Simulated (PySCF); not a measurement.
# Magnetic susceptibility: `c1ccncc1`, C5H5N

Cartesian coordinates in Å; atom numbers follow the order of the lines, from 1:
```xyz
11

C     0.080    1.151   -0.021
C     1.231    0.368    0.005
C     1.087   -1.020    0.030
N    -0.092   -1.637    0.030
C    -1.186   -0.881    0.004
C    -1.159    0.514   -0.023
H     0.147    2.242   -0.041
H     2.225    0.820    0.007
H     1.974   -1.664    0.052
H    -2.146   -1.411    0.003
H    -2.090    1.085   -0.043
```

Computed with GIAO B3LYP/ANO-RCC-VDZP magnetisability, rotational g tensor and spin-rotation constants, non-relativistic, gas phase in PySCF 2.14.0. Geometry: PBE0-D3(BJ)/def2-SVP.

What are the magnetisability and the molar susceptibility?

Isotropic -813 × 10⁻³⁰ J/T², or -49.0 × 10⁻⁶ cm³/mol; principal values -1490, -505, -444 × 10⁻³⁰ J/T², anisotropy 1017 × 10⁻³⁰ J/T² (root of half the summed squared differences of the principal values). The susceptibility is in cgs units.

Split it along the inertial axes a, b, c into diamagnetic and paramagnetic parts about the centre of mass, with the quadrupole moment.


| axis | χ (10⁻⁶ cm³/mol) | diamagnetic (10⁻⁶ cm³/mol) | paramagnetic (10⁻⁶ cm³/mol) | summed x² of all electrons (Å²) | quadrupole Θ (D Å) |
| --- | --- | --- | --- | --- | --- |
| a | -30.4 | -273.7 | 243.3 | 57.0 | -2.68 |
| b | -26.8 | -274.6 | 247.8 | 56.8 | +7.08 |
| c | -89.7 | -482.6 | 392.9 | 7.7 | -4.39 |

Anisotropies 2χaa − χbb − χcc = +55.7 and 2χbb − χaa − χcc = +66.6 × 10⁻⁶ cm³/mol. Θ is traceless in Buckingham's convention.

And the rotational g tensor?


| axis | rotational constant (GHz) | g | nuclear part | electronic part |
| --- | --- | --- | --- | --- |
| a | 6.0500 | -0.0809 | 0.6105 | -0.6915 |
| b | 5.8367 | -0.1038 | 0.5757 | -0.6795 |
| c | 2.9707 | +0.0445 | 0.5928 | -0.5483 |

Asymmetric top; isotopes 12C, 1H, 14N; no vibrational averaging.
